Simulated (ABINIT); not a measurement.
Crystal: Cr.

```
Cr
1.0
     2.71400    0.00000    0.00000
    -1.35700    2.35039    0.00000
     0.00000    0.00000    4.41000
Cr
2
Direct
  0.66667 0.33333 0.75000
  0.33333 0.66667 0.25000
```

This isn't the form of Cr at room conditions, which is bcc.

Base run:

```yaml
Program: ABINIT 10.8.3 (patched build)
Functional: PBE
Potentials_or_basis: JTH PAW PBE v2.0
Cutoff: 626 eV
k_mesh: 11 × 11 × 6
Occupations: fermi-dirac, width 0.05 eV
Spin: no spin polarisation
```

Its results: band gap on the k mesh none (metal or under the smearing width); pressure -27.5 GPa.

Question: The run is repeated on the same cell with these changes: spin from no spin polarisation to collinear spin, ferrimagnetic start. What comes out?

Answer: Band gap on the k mesh none (metal or under the smearing width); pressure -13.3 GPa; net moment 0.00 μB per cell; site moments Cr +1.87, -1.87 μB.
